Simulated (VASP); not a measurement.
## Re: single point with PBEsol

Crystal: Re.

```
CELL_PARAMETERS angstrom
0.00000 1.94033 1.94033
1.94033 0.00000 1.94033
1.94033 1.94033 0.00000
ATOMIC_POSITIONS crystal
Re 0.00000 0.00000 0.00000
```

This isn't the form of Re at room conditions, which is hcp.

```yaml
Program: VASP 6.6.1
Task: single point
Functional: PBEsol
Potentials_or_basis: VASP PAW PBE potentials, release 64 (Re)
Cutoff: 520 eV
k_mesh: 18 × 18 × 18
Occupations: gaussian, width 0.1 eV
Spin: no spin polarisation
Dipole_correction: no
Further_INCAR_settings: ALGO = Fast; EDIFF = 1e-06; NBANDS = 10
```

```
Pressure               : -0.1 GPa
Band gap on the k mesh : none (metal or under the smearing width)
```

Levels at points of the mesh, in eV from the Fermi level:
| k point | band 1 | band 2 | band 3 | band 4 | band 5 | band 6 | band 7 | band 8 | band 9 |
| --- | --- | --- | --- | --- | --- | --- | --- | --- | --- |
| (0.00, 0.00, 0.00) | -10.20 | -1.93 | -1.93 | -1.93 | 1.29 | 1.29 | 13.97 | 19.64 | 19.64 |
| (0.50, 0.00, 0.00) | -6.94 | -2.15 | -2.15 | 0.24 | 3.89 | 3.89 | 10.07 | 13.46 | 20.23 |
| (0.50, 0.50, 0.00) | -6.91 | -6.02 | 2.85 | 3.83 | 4.65 | 4.65 | 12.35 | 12.35 | 13.15 |

Wall time 21 s on 1 thread of Intel(R) Xeon(R) Platinum 8488C (Sapphire Rapids), with other jobs on the host, peak memory 0.15 GiB.

Caveat: the PAW data sets were made with another functional, which shifts forces and pressure a little. The run has no spin-orbit coupling, so splittings on Re are missing.
